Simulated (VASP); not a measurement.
# Ca (Im-3m) in VASP: density of states with PBE

Aim: the density of states of Ca with PBE.

Program: VASP 6.6.1. These are calculated values, not measurements. Logs are shortened: lines on timing, memory, paths and dates and some standing lists are left out, and cuts for length are marked.

### 1 Starting point

The structure is cubic, space group Im-3m (No. 229). Conventional cell: a = 4.381 Å, b = 4.381 Å, c = 4.381 Å, α = 90.00°, β = 90.00°, γ = 90.00°. Around Ca (site symmetry m-3m) lie 8 Ca at 3.79 Å.

This isn't the form of Ca at room conditions, which is fcc.

### 2 Density of states, PBE

POSCAR

```
Ca
1.0
   -2.1904916621      2.1904916621      2.1904916621
    2.1904916621     -2.1904916621      2.1904916621
    2.1904916621      2.1904916621     -2.1904916621
Ca
1
Direct
    0.0000000000      0.0000000000      0.0000000000
```

INCAR.step1

```
ALGO = Normal
EDIFF = 1E-6
ENCUT = 520
GGA = PE
ISIF = 2
ISMEAR = 0
LASPH = True
LCHARG = True
LREAL = False
LWAVE = False
NBANDS = 11
NELM = 80
PREC = Accurate
SIGMA = 0.1
```

KPOINTS.step1

```
k-points
0
Gamma
  14 14 14
```

INCAR.step2

```
ALGO = Normal
EDIFF = 1E-6
ENCUT = 520
GGA = PE
ICHARG = 11
ISIF = 2
ISMEAR = -5
LASPH = True
LCHARG = False
LORBIT = 11
LREAL = False
LWAVE = False
NBANDS = 11
NEDOS = 2001
NELM = 80
PREC = Accurate
SIGMA = 0.1
```

KPOINTS.step2

```
k-points
0
Gamma
  21 21 21
```

Potentials or basis: VASP PAW PBE potentials, release 64 (Ca_sv).

On the command line:

```
$ cat potpaw_PBE.64/Ca_sv/POTCAR > POTCAR
$ cp INCAR.step1 INCAR
$ cp KPOINTS.step1 KPOINTS
$ mpirun -np 1 vasp_std > vasp.out
$ cp INCAR.step2 INCAR
$ cp KPOINTS.step2 KPOINTS
$ mpirun -np 1 vasp_std > vasp.out
```

OUTCAR:

```text
EDIFF = 1E-6
   ENCUT = 520
   GGA = PE
   ICHARG = 11
   ISIF = 2
   ISMEAR = -5
   LASPH = True
   LORBIT = 11
   LREAL = False
   NELM = 80
   PREC = Accurate

 ion  position               nearest neighbor table
   1  0.000  0.000  0.000-

  LATTYP: Found a body centered cubic cell.
 ALAT       =     4.3809833242

  Lattice vectors:

 A1 = (  -2.1904916621,   2.1904916621,   2.1904916621)
 A2 = (   2.1904916621,  -2.1904916621,   2.1904916621)
 A3 = (   2.1904916621,   2.1904916621,  -2.1904916621)

Analysis of symmetry for initial positions (statically):
=====================================================================
 Subroutine PRICEL returns:
 Original cell was already a primitive cell.

 Routine SETGRP: Setting up the symmetry group for a
 body centered cubic supercell.

 Subroutine GETGRP returns: Found 48 space group operations
 (whereof 48 operations were pure point group operations)
 out of a pool of 48 trial point group operations.

The static configuration has the point symmetry O_h .

Analysis of symmetry for dynamics (positions and initial velocities):
=====================================================================
 Subroutine PRICEL returns:
 Original cell was already a primitive cell.

 Routine SETGRP: Setting up the symmetry group for a
 body centered cubic supercell.

 Subroutine GETGRP returns: Found 48 space group operations
 (whereof 48 operations were pure point group operations)
 out of a pool of 48 trial point group operations.

The dynamic configuration has the point symmetry O_h .

 Subroutine INISYM returns: Found 48 space group operations
 (whereof 48 operations are pure point group operations),
 and found     1 'primitive' translations

----------------------------------------------------------------------------------------

                                     Primitive cell

  volume of cell :      42.0421

  direct lattice vectors                    reciprocal lattice vectors
    -2.190491662  2.190491662  2.190491662     0.000000000  0.228259257  0.228259257
     2.190491662 -2.190491662  2.190491662     0.228259257  0.000000000  0.228259257
     2.190491662  2.190491662 -2.190491662     0.228259257  0.228259257  0.000000000

  length of vectors
     3.794042852  3.794042852  3.794042852     0.322807337  0.322807337  0.322807337

  position of ions in fractional coordinates (direct lattice)
     0.000000000  0.000000000  0.000000000

  ion indices of the primitive-cell ions
   primitive index   ion index
                 1           1

----------------------------------------------------------------------------------------

 KPOINTS: k-points

Automatic generation of k-mesh.
 Grid dimensions read from file:
 generate k-points for:   21   21   21

 Generating k-lattice:

  Cartesian coordinates                     Fractional coordinates (reciprocal lattice)
     0.000000000  0.010869488  0.010869488     0.047619048  0.000000000  0.000000000
     0.010869488  0.000000000  0.010869488     0.000000000  0.047619048  0.000000000
     0.010869488  0.010869488  0.000000000     0.000000000  0.000000000  0.047619048

  Length of vectors
     0.015371778  0.015371778  0.015371778

  Shift w.r.t. Gamma in fractional coordinates (k-lattice)
     0.000000000  0.000000000  0.000000000

 TETIRR: Found  10986 inequivalent tetrahedra from    55566

 Subroutine IBZKPT returns following result:
 ===========================================

 Found    286 irreducible k-points:

 Following reciprocal coordinates:
            Coordinates               Weight
  0.000000  0.000000  0.000000      1.000000
  0.047619  0.000000  0.000000     12.000000
  0.095238  0.000000  0.000000     12.000000
  0.142857  0.000000  0.000000     12.000000
  0.190476  0.000000  0.000000     12.000000
  0.238095  0.000000  0.000000     12.000000
[... 16 lines left out ...]
  0.142857  0.095238 -0.000000     48.000000
  0.190476  0.095238  0.000000     48.000000
 [... further k-points ...]
   k-points           NKPTS =    286   k-points in BZ     NKDIM =    286   number of bands    NBANDS=     11
   number of dos      NEDOS =   2001   number of ions     NIONS =      1
   total plane-waves  NPLWV =  21952
   dimension x,y,z NGX =    28 NGY =   28 NGZ =   28
   dimension x,y,z NGXF=    56 NGYF=   56 NGZF=   56
   ions per type =               1
   NGX,Y,Z   is equivalent  to a cutoff of  12.27, 12.27, 12.27 a.u.
   NGXF,Y,Z  is equivalent  to a cutoff of  24.54, 24.54, 24.54 a.u.
 SYSTEM =  unknown system
   PREC   = accura    normal or accurate (medium, high low for compatibility)
   ISTART =      0    job   : 0-new  1-cont  2-samecut
   ICHARG =     11    charge: 1-file 2-atom 10-const
   ISPIN  =      1    spin polarized calculation?
   LNONCOLLINEAR =      F non collinear calculations
   LSORBIT =      F    spin-orbit coupling
   LASPH  =      T    aspherical Exc in radial PAW
   ENCUT  =  520.0 eV  38.22 Ry    6.18 a.u.   7.05  7.05  7.05*2*pi/ulx,y,z
   NELM   =     80;   NELMIN=  2; NELMDL=  0     # of ELM steps
   EDIFF  = 0.1E-05   stopping-criterion for ELM
   LREAL  =      F    real-space projection
   EDIFFG = 0.1E-04   stopping-criterion for IOM
   NSW    =      0    number of steps for IOM
   IBRION =     -1    ionic relax: 0-MD 1-quasi-New 2-CG
   NFREE  =      0    steps in history (QN), initial steepest desc. (CG)
   ISIF   =      2    stress and relaxation
   ISYM   =      2    0-nonsym 1-usesym 2-fastsym
   POTIM  = 0.5000    time-step for ionic-motion
   TEBEG  =    0.0;   TEEND  =   0.0 temperature during run
   PSTRESS=    0.0 pullay stress
   NELECT =      10.0000    total number of electrons
   NUPDOWN=      -1.0000    fix difference up-down
   EMIN   =  10.00;   EMAX   =-10.00  energy-range for DOS
   EFERMI =   0.00;   METHOD = LEGACY
   ISMEAR =    -5;   SIGMA  =   0.10  broadening in eV -4-tet -1-fermi 0-gaus
   EFERMI_NEDOS =   21; number of points for ismear=-14 and -15
   IALGO  =     38    algorithm
   IMIX   =      4    mixing-type and parameters
     AMIX     =   0.40;   BMIX     =  1.00
     AMIX_MAG =   1.60;   BMIX_MAG =  1.00
  volume/ion in A,a.u.               =      42.04       283.71
  Fermi-wavevector in a.u.,A,eV,Ry     =   1.014331  1.916809 13.998603  1.028868
  Thomas-Fermi vector in A             =   2.147553
   LORBIT       =     11    0 simple, 1 ext, 2 COOP (PROOUT), +10 PAW based schemes
   GGA     = PE    functional components
   LHFCALC =     F    Hartree Fock is set to
   AEXX    =    0.0000 exact exchange contribution
   IVDW    =     0    specifies the selected vdW correction
   LEPSILON=     F    determine dielectric tensor
   LRPA    =     F    only Hartree local field effects (RPA)
 non-spin polarized calculation
 Fermi weights with tetrahedron method with Bloechl corrections
  energy-cutoff  :      520.00
  volume of cell :       42.04
 maximum number of plane-waves:      1157

 number of electron      10.0000003 magnetization

 Free energy of the ion-electron system (eV)
  ---------------------------------------------------
  ext. energy  EPLUGINS =         0.00000000
  ---------------------------------------------------
  free energy    TOTEN  =        -1.91185083 eV

  energy without entropy =       -1.91185083  energy(sigma->0) =       -1.91185083

 E-fermi :   2.0546     XC(G=0):  -7.7462

 val. band max:        2.0722507395   @ k =   0.2857   0.2857   0.0952
 cond. band min:       2.0017281483   @ k =  -0.4762  -0.4762   0.1905
 fundamental gap:     -0.0705225912
 Fermi energy:         2.0545627708

 k-point     1 :       0.0000    0.0000    0.0000
  band No.  band energies     occupation
      1     -40.0264      2.00000
      2     -20.9415      2.00000
      3     -20.9415      2.00000
      4     -20.9415      2.00000
      5      -2.0528      2.00000
      6       4.3249      0.00000
      7       4.3249      0.00000
      8       4.3249      0.00000
      9       5.3831      0.00000
     10       5.3831      0.00000
     11      12.2428      0.00000

 k-point     2 :       0.0476    0.0000    0.0000
  band No.  band energies     occupation
      1     -40.0260      2.00000
      2     -20.9447      2.00000
      3     -20.9425      2.00000
      4     -20.9415      2.00000
      5      -2.0114      2.00000
      6       4.2986      0.00000
      7       4.3106      0.00000
      8       4.3561      0.00000
      9       5.3496      0.00000
     10       5.3836      0.00000
     11      12.2074      0.00000

 k-point     3 :       0.0952    0.0000    0.0000
  band No.  band energies     occupation
      1     -40.0251      2.00000
      2     -20.9541      2.00000
      3     -20.9457      2.00000
      4     -20.9415      2.00000
      5      -1.8884      2.00000
      6       4.2237      0.00000
      7       4.2560      0.00000
      8       4.4490      0.00000
      9       5.2703      0.00000
     10       5.3863      0.00000
     11      12.0278      0.00000

 k-point     4 :       0.1429    0.0000    0.0000
  band No.  band energies     occupation
      1     -40.0235      2.00000
      2     -20.9687      2.00000
      3     -20.9505      2.00000
      4     -20.9414      2.00000
      5      -1.6864      2.00000
      6       4.1110      0.00000
      7       4.1334      0.00000
      8       4.6012      0.00000
      9       5.1964      0.00000
     10       5.3942      0.00000
     11      11.5835      0.00000
[... 239 lines left out ...]
 k-point    22 :       0.0952    0.0952    0.0000
  band No.  band energies     occupation
      1     -40.0227      2.00000
      2     -20.9770      2.00000
      3     -20.9502      2.00000
      4     -20.9445      2.00000
      5      -1.5669      2.00000
      6       4.0489      0.00000
      7       4.0559      0.00000
      8       4.6972      0.00000
      9       5.1261      0.00000
     10       5.4371      0.00000
     11      11.5401      0.00000

 k-point    23 :       0.1429    0.0952   -0.0000
  band No.  band energies     occupation
      1     -40.0208      2.00000
      2     -20.9939      2.00000
      3     -20.9559      2.00000
      4     -20.9454      2.00000
      5      -1.2937      2.00000
      6       3.8573      0.00000
      7       3.9188      0.00000
      8       4.9021      0.00000
      9       5.0868      0.00000
     10       5.4782      0.00000
     11      10.9101      0.00000

 k-point    24 :       0.1905    0.0952    0.0000
  band No.  band energies     occupation
      1     -40.0187      2.00000
      2     -21.0126      2.00000
      3     -20.9634      2.00000
      4     -20.9457      2.00000
      5      -0.9538      2.00000
      6       3.6060      0.00000
      7       3.7738      0.00000
      8       5.0948      0.00000
      9       5.1554      0.00000
     10       5.5193      0.00000
     11      10.0845      0.00000

 [... further k-points ...]

------------------------ aborting loop because EDIFF is reached ----------------------------------------

  FORCE on cell =-STRESS in cart. coord.  units (eV):
  Direction    XX          YY          ZZ          XY          YZ          ZX
  --------------------------------------------------------------------------------------
  -------------------------------------------------------------------------------------
  Total        0.0251603      0.0251603      0.0251603     -0.0000000      0.0000000      0.0000000
  in kB        0.9588286      0.9588286      0.9588286     -0.0000000      0.0000000      0.0000000
  external PRESSURE =       0.9588286 kB  Pullay stress =       0.0000000 kB

 VOLUME and BASIS-vectors are now :
 -----------------------------------------------------------------------------
  energy-cutoff  :      520.00
  volume of cell :       42.04
      direct lattice vectors                 reciprocal lattice vectors
    -2.190491662  2.190491662  2.190491662     0.000000000  0.228259257  0.228259257
     2.190491662 -2.190491662  2.190491662     0.228259257  0.000000000  0.228259257
     2.190491662  2.190491662 -2.190491662     0.228259257  0.228259257  0.000000000

 POSITION                                       TOTAL-FORCE (eV/Angst)
 -----------------------------------------------------------------------------------
      0.00000      0.00000      0.00000         0.000000      0.000000     -0.000000
 -----------------------------------------------------------------------------------
    total drift:                               -0.000000     -0.000000      0.000000

  FREE ENERGIE OF THE ION-ELECTRON SYSTEM (eV)
  ---------------------------------------------------
  free  energy   TOTEN  =        -1.9118508324 eV

  energy  without entropy=       -1.9118508324  energy(sigma->0) =       -1.91185083

 total charge

# of ion       s       p       d       tot
------------------------------------------
    1        2.085   5.831   0.165   8.081
```

It took 1.9 min on 1 thread of AMD EPYC 7R13 (Zen 3), shared host; peak memory 0.22 GiB.

What came out:

```
Valence electrons inside the program's atomic spheres : Ca 8.08
```

States per cell in windows of 0.5 eV (zero at the Fermi level; states under -8 eV left out):
```
from (eV)  total  Ca1_d  Ca1_s  Ca1_p
     -8.0   0.00   0.00   0.00   0.00
     -7.5   0.00   0.00   0.00   0.00
     -7.0   0.00   0.00   0.00   0.00
     -6.5   0.00   0.00   0.00   0.00
     -6.0   0.00   0.00   0.00   0.00
     -5.5   0.00   0.00   0.00   0.00
     -5.0   0.00   0.00   0.00   0.00
     -4.5   0.00   0.00   0.00   0.00
     -4.0   0.07   0.00   0.01   0.00
     -3.5   0.12   0.00   0.01   0.00
     -3.0   0.14   0.00   0.01   0.00
     -2.5   0.21   0.00   0.02   0.01
     -2.0   0.26   0.01   0.02   0.01
     -1.5   0.30   0.02   0.02   0.01
     -1.0   0.44   0.05   0.02   0.01
     -0.5   0.46   0.08   0.01   0.02
      0.0   1.00   0.22   0.00   0.04
      0.5   0.73   0.24   0.00   0.02
      1.0   1.07   0.48   0.00   0.01
      1.5   0.90   0.46   0.00   0.01
      2.0   0.46   0.24   0.00   0.01
      2.5   0.92   0.54   0.00   0.01
      3.0   1.98   1.35   0.01   0.01
      3.5   1.91   1.37   0.01   0.01
      4.0   0.80   0.57   0.01   0.01
      4.5   0.56   0.33   0.03   0.01
      5.0   0.68   0.34   0.06   0.01
      5.5   0.30   0.13   0.03   0.01
      6.0   0.23   0.08   0.02   0.01
      6.5   0.17   0.05   0.01   0.01
      7.0   0.11   0.03   0.01   0.01
      7.5   0.10   0.02   0.01   0.01
```

Caveat: tetrahedron occupations give inexact forces and stress in metals.
